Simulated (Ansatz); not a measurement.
**Hf: equation of state with r2SCAN**

Crystal: Hf.

```
Hf
1.0
     0.00000    2.22000    2.22000
     2.22000    0.00000    2.22000
     2.22000    2.22000    0.00000
Hf
1
Direct
  0.00000 0.00000 0.00000
```

This isn't the form of Hf at room conditions, which is hcp.

| Quantity | Value |
| --- | --- |
| Program | Ansatz 0.2.0 |
| Task | equation of state |
| Functional | r2SCAN |
| Potentials or basis | Ansatz PAW |
| Cutoff | 500 eV |
| Density cutoff | 2000 eV |
| k mesh | 10 × 10 × 10 |
| Occupations | fermi-dirac, width 0.05 eV |
| Spin | no spin polarisation |

```yaml
Equilibrium_volume: 22.43 Å³/atom
Bulk_modulus: 98 GPa
Pressure_derivative_of_the_bulk_modulus: "3.8 (rough: it moves with the points fitted)"
```

Energy against volume, from the lowest point:
```tsv
volume (Å³/atom)	energy (meV/atom)
20.569	53.88
21.007	30.38
21.444	14.03
21.882	4.11
22.320	0.00
22.757	1.21
23.195	7.36
```

All runs of the series together: 9.1 s on 2 threads of Intel(R) Xeon(R) Platinum 8375C CPU @ 2.90GHz (Ice Lake), on a shared host.

Caveat: the PAW data sets were made with another functional, which shifts forces and pressure a little. The run has no spin-orbit coupling, so splittings on Hf are missing.
